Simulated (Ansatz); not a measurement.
Here is the system:

Relaxed LaAlO$_{3}$ (R-3c-perovskite type, space group R-3c):

```xyz
10
Lattice="2.7066 1.5626 4.3978 -2.7066 1.5626 4.3978 0.0000 -3.1253 4.3978" Properties=species:S:1:pos:R:3 pbc="T T T"
La     0.0000     0.0000     3.2984
La     0.0000     0.0000     9.8951
Al     0.0000     0.0000     0.0000
Al     0.0000     0.0000     6.5967
O      0.2106     1.5626     7.6962
O     -1.4586    -0.5990     7.6962
O      1.2480    -0.9637     7.6962
O     -0.2106    -1.5626     5.4973
O      1.4586     0.5990     5.4973
O     -1.2480     0.9637     5.4973
```

The atoms are displaced by Q × the pattern below (from a DFPT mode at Γ, largest move 1; Q in Å), at fixed cell.

```csv
atom,x,y,z
Al3,0.000,0.000,-1.000
Al4,0.000,0.000,1.000
O5,0.107,0.000,0.000
O6,-0.054,0.093,0.000
O7,-0.054,-0.093,0.000
O8,0.107,0.000,0.000
O9,-0.054,0.093,0.000
O10,-0.054,-0.093,0.000
```

Atoms not listed stay in place.

The numbers are results of PBE (plane waves to 420 eV, PAW, scalar-relativistic; Ansatz, a first-principles code), not measurements. k mesh 8×8×8 (Γ-centred), Fermi-Dirac smearing 0.05 eV. The energy includes the smearing's −TS. LaAlO3 is run without spin polarisation. LaAlO3 was relaxed with its symmetry unable to fall. ΔE is measured from the undisplaced structure.

The scan covers Q from -0.100 to 0.100 Å in 13 points.

**Question.** Which space group does the distorted structure have?

**Answer.** R32 (No. 155), lowered from R-3c.

**Question.** Is the energy the same for equal positive and negative displacements?

**Answer.** Even: the same for both signs.

**Question.** What is the energy change at Q = 0.100 Å?

**Answer.** 223.5 meV/cell.

**Question.** What harmonic wavenumber does the curvature at Q = 0 give?

**Answer.** 470 cm⁻¹.

(A displaced cell: forces are minus the slopes of the energy, force constants its curvatures, and phonons follow from these.)
